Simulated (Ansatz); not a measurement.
Molecular dynamics of BaTiO$_{3}$

Input:

```yaml
crystal:
  lattice:
    - [5.653985, 0.0, 0.0]
    - [-2.826992, 4.896495, 0.0]
    - [0.0, 0.0, 18.705904]
  atoms:
    - { symbol: Ba, position: [0.0, 0.0, 0.0534591] }
    - { symbol: Ti, position: [0.33333329, 0.66666664, 0.1106588] }
    - { symbol: O, position: [0.49719994, 0.99439996, 0.058552] }
    - { symbol: O, position: [0.00559997, 0.5028, 0.058552] }
    - { symbol: O, position: [0.49719997, 0.50279997, 0.058552] }
    - { symbol: Ba, position: [0.66737191, 0.3255539, 0.15780882] }
    - { symbol: Ti, position: [-0.01560538, -0.03670691, 0.24102714] }
    - { symbol: O, position: [0.14626287, 0.2844198, 0.19033575] }
    - { symbol: O, position: [0.65192909, 0.77222003, 0.19821226] }
    - { symbol: O, position: [0.13779846, 0.79598212, 0.19306647] }
    - { symbol: Ba, position: [0.32588914, 0.63810971, 0.29553465] }
    - { symbol: Ti, position: [0.64341764, 0.27315722, 0.35337963] }
    - { symbol: O, position: [0.85757471, 0.62185478, 0.31592869] }
    - { symbol: O, position: [0.32584195, 0.1636392, 0.31720399] }
    - { symbol: O, position: [0.79773046, 0.09156007, 0.32114337] }
basis:
  ecutwfc: 420.0
kpoints:
  mp_grid: { grid: [2, 2, 1] }
hamiltonian:
  xc: pbe
  dispersion: d3bj
  pseudopotentials: { kind: paw, azcp: { folder: soft_1 } }
scf:
  occupations: { method: fermi_dirac, width: 0.05 }
  lower_state_search: "off"
md:
  timestep: 1
  n_steps: 210
  ensemble: nvt_langevin
  temperature: 600.0
  initial_velocities: maxwell_boltzmann
  seed: 197921
  friction: 0.005
  constraints: [{ sites: [0, 1, 2, 3, 4] }]
```

Command:

```bash
$ ansatz run input.yaml --threads 1 --pin off --max-ram 3072MiB --backend cpu --events-out ev --progress --plain --runs-dir out
```

It goes on from the last frame of an earlier run, with new velocities.

Output, in part (step lines):

```
md step     0: t =     0.00 fs  T =   600.0 K  F+E_penalty+E_count = -30475.54241131 eV  E_kin = 0.775560 eV  (25 SCF iters)
md step     1: t =     1.00 fs  T =   623.4 K  F+E_penalty+E_count = -30475.58374494 eV  E_kin = 0.805793 eV  (13 SCF iters)
md step     2: t =     2.00 fs  T =   666.9 K  F+E_penalty+E_count = -30475.62110507 eV  E_kin = 0.862042 eV  (14 SCF iters)
md step     3: t =     3.00 fs  T =   682.0 K  F+E_penalty+E_count = -30475.65326283 eV  E_kin = 0.881505 eV  (14 SCF iters)
md step     4: t =     4.00 fs  T =   662.0 K  F+E_penalty+E_count = -30475.67806185 eV  E_kin = 0.855693 eV  (14 SCF iters)
md step     5: t =     5.00 fs  T =   686.3 K  F+E_penalty+E_count = -30475.69610258 eV  E_kin = 0.887083 eV  (8 SCF iters)
md step     6: t =     6.00 fs  T =   676.2 K  F+E_penalty+E_count = -30475.70825658 eV  E_kin = 0.874053 eV  (8 SCF iters)
md step     7: t =     7.00 fs  T =   687.1 K  F+E_penalty+E_count = -30475.71663987 eV  E_kin = 0.888157 eV  (9 SCF iters)
[... lines left out ...]
md step   210: t =   210.00 fs  T =   866.6 K  F+E_penalty+E_count = -30475.37488934 eV  E_kin = 1.120151 eV  (13 SCF iters)
```

The steps, from the saved trajectory:

| time (fs) | T (K) | potential energy less start (eV) |
| --- | --- | --- |
| 0.0 | 600 | 0.000 |
| 7.0 | 687 | -0.174 |
| 14.0 | 751 | -0.159 |
| 21.0 | 708 | -0.173 |
| 28.0 | 777 | -0.072 |
| 35.0 | 554 | 0.201 |
| 42.0 | 532 | 0.223 |
| 49.0 | 554 | 0.343 |
| 56.0 | 331 | 0.547 |
| 63.0 | 372 | 0.506 |
| 70.0 | 363 | 0.565 |
| 77.0 | 440 | 0.506 |
| 84.0 | 523 | 0.378 |
| 91.0 | 569 | 0.381 |
| 98.0 | 692 | 0.259 |
| 105.0 | 861 | 0.119 |
| 112.0 | 1015 | -0.081 |
| 119.0 | 984 | -0.125 |
| 126.0 | 821 | 0.108 |
| 133.0 | 942 | 0.000 |
| 140.0 | 826 | 0.300 |
| 147.0 | 471 | 0.674 |
| 154.0 | 757 | 0.460 |
| 161.0 | 890 | 0.289 |
| 168.0 | 781 | 0.428 |
| 175.0 | 934 | 0.105 |
| 182.0 | 811 | 0.085 |
| 189.0 | 683 | 0.350 |
| 196.0 | 716 | 0.305 |
| 203.0 | 861 | 0.029 |
| 210.0 | 867 | 0.168 |

The run went to its last step. The mean temperature of the second half is 38 % above the set value. A run of 0.21 ps of so small a system gives no equilibrium averages. Limits of this set-up: coarse k mesh, thin slab, slab without dipole correction.

Mean squared displacements from the first frame to the last: Ba 0.06 Å², Ti 0.06 Å², O 0.07 Å².

Last frame:

```xyz
15
Lattice="5.6540 0.0000 0.0000 -2.8270 4.8965 0.0000 0.0000 0.0000 18.7059" Properties=species:S:1:pos:R:3
Ba 0.000 0.000 1.000
Ti 0.000 3.264 2.070
O 0.000 4.869 1.095
O -1.390 2.462 1.095
O 1.390 2.462 1.095
Ba 2.945 1.458 3.077
Ti 0.073 -0.061 4.625
O -0.067 1.468 3.752
O 1.646 3.953 3.834
O -1.332 4.218 3.731
Ba -0.064 3.209 5.854
Ti 2.806 1.592 6.913
O 3.097 3.182 6.181
O 1.408 0.991 6.198
O 4.189 0.694 6.321
```

Run time: 23 min on 1 thread of Intel(R) Xeon(R) Platinum 8488C (Sapphire Rapids) (shared host), peak memory 0.89 GiB.
